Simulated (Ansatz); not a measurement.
Calculated electric field gradients for AlAs under strain

The cell is a structure deposited in the COD, relaxed with PBE at fixed cell and then changed (z stretched by 2 %, ions relaxed).

```cif
data_structure
_symmetry_space_group_name_H-M 'P 1'
_symmetry_Int_Tables_number 1
_cell_length_a 4.0430
_cell_length_b 4.0430
_cell_length_c 4.0028
_cell_angle_alpha 60.329
_cell_angle_beta 60.329
_cell_angle_gamma 59.343
_cell_volume 46.26
loop_
_atom_site_label
_atom_site_type_symbol
_atom_site_fract_x
_atom_site_fract_y
_atom_site_fract_z
_atom_site_occupancy
Al1 Al 0.00000 0.00000 0.00000 1
As2 As 0.25000 0.25000 0.25000 1
```

Sites (sets of like atoms) are named by element and the number of their first atom in this list.

Computed with Ansatz: DFT, PBE, plane waves and PAW, scalar-relativistic, 420 eV cutoff, Γ-centred 13×13×13 k-points, Fermi–Dirac smearing 0.02 eV.

V_zz is the principal component of the electric field gradient with the largest magnitude, η = (V_xx − V_yy)/V_zz and C_Q = eQV_zz/h. ν_Q = 3|C_Q|/[2I(2I − 1)].

Al-27: I = 5/2, Q = 146.6 mb; As-75: I = 3/2, Q = 311.0 mb. Quadrupole moments are those of Pyykkö's year-2017 table.

| site | atoms (order as listed) | first shell | C_Q (MHz) | η | ν_Q (MHz) |
| --- | --- | --- | --- | --- | --- |
| Al | 1 | 4 As at 2.47 Å | -0.545 | 0.00 | 0.082 |
| As | 2 | 4 Al at 2.47 Å | 4.11 | 0.00 | 2.05 |

An axis of threefold or higher order runs through Al and As, so V_zz lies along it and η is zero.

The relaxation (1 step) took 11 s of wall time (11 s of CPU time) and 0.51 GiB at its peak, on 1 thread of Intel Xeon 6975P-C (Granite Rapids) (x86_64; 16 cores open to the job, memory cap 3.0 GiB, no GPU), a shared host with a load of 0.6 a core.
